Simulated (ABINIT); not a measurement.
**Bi: equation of state with BLYP+D3**

The system is Bi.

```
Bi
1.0
    -1.98143    1.98143    1.98143
     1.98143   -1.98143    1.98143
     1.98143    1.98143   -1.98143
Bi
1
Direct
  0.00000 0.00000 0.00000
```

This isn't the form of Bi at room conditions, which is rhombohedral.

```json
{
 "Program": "ABINIT 10.8.3 (patched build)",
 "Task": "equation of state",
 "Functional": "BLYP",
 "Dispersion": "D3",
 "Potentials or basis": "JTH PAW PBE v2.0",
 "Cutoff": "599 eV",
 "k mesh": "9 × 9 × 9",
 "Occupations": "fermi-dirac, width 0.05 eV",
 "Spin": "no spin polarisation",
 "Fine-grid cutoff": "1197.3 eV",
 "Exchange and correlation inside the PAW spheres": "full angular mesh (pawxcdev 0, this build's default; the released program takes 1)"
}
```

```
Equilibrium volume                      : 32.69 Å³/atom
Bulk modulus                            : 39 GPa
Pressure derivative of the bulk modulus : 5.3
```

Energy against volume, from the lowest point:
```csv
volume (Å³/atom),energy (meV/atom)
29.250,55.81
29.872,35.69
30.495,20.58
31.117,9.95
31.739,3.27
32.362,0.09
32.984,0.00
```

Run time: 91 s on 1 thread of Intel(R) Xeon(R) Processor @ 2.70GHz, on a shared host, peak memory 0.15 GiB.

Caveat: pressures at fixed basis lie under the slope of the energies; the PAW data sets were made with another functional, which shifts forces and pressure a little.
